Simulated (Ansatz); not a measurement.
Here is the system:

Starting cell, LaAlO$_{3}$ (cubic perovskite):

```
LaAlO3
1.0
    7.57389     0.00000     0.00000
    3.78694     3.78694     0.00000
    3.78694     0.00000     3.78694
La Al O
2 2 6
Direct
  0.00000   0.00000   0.00000
  0.50000   0.00000   0.00000
  0.75000   0.50000   0.50000
  0.25000   0.50000   0.50000
  0.50000   0.50000   0.50000
  0.00000   0.50000   0.50000
  0.00000   0.50000   0.00000
  0.50000   0.50000   0.00000
  0.00000   0.00000   0.50000
  0.50000   0.00000   0.50000
```

A phonon eigenvector at R = (0.5, 0.5, 0.5) is frozen into this cell: atom i moves by Q times the vector below, so Q is the largest atomic displacement, in Å. The cell is held. (q is in reciprocal vectors of the primitive cell; the cell shown is doubled to hold the pattern.)

| atom | x | y | z |
|---|---|---|---|
| O5 | -1.000 | 0.000 | 0.000 |
| O6 | 1.000 | 0.000 | 0.000 |
| O7 | 0.000 | 0.000 | -1.000 |
| O8 | 0.000 | 0.000 | 1.000 |
| O9 | 0.000 | -1.000 | 0.000 |
| O10 | 0.000 | 1.000 | 0.000 |

Atoms not listed stay in place.

Computed with r2SCAN (plane waves to 500 eV, PAW, scalar-relativistic; Ansatz, a first-principles code). k mesh 9×9×9 (Γ-centred), Fermi-Dirac smearing 0.05 eV. Energies are smeared free energies. LaAlO3 is run without spin polarisation. LaAlO3 was relaxed with its symmetry unable to fall. This is a high-temperature form of LaAlO3. The zero of ΔE is the undisplaced structure.

The scan covers Q from -0.100 to 0.100 Å in 13 points.

Problem. Which space group does the distorted structure have?

Solution. Fm-3m (No. 225), lowered from Pm-3m.

Problem. What is the energy change at Q = 0.100 Å?

Solution. 1107 meV/cell.

Problem. What harmonic wavenumber does the curvature at Q = 0 give?

Solution. 787 cm⁻¹.

(A displaced cell: forces are minus the slopes of the energy, force constants its curvatures, and phonons follow from these.)
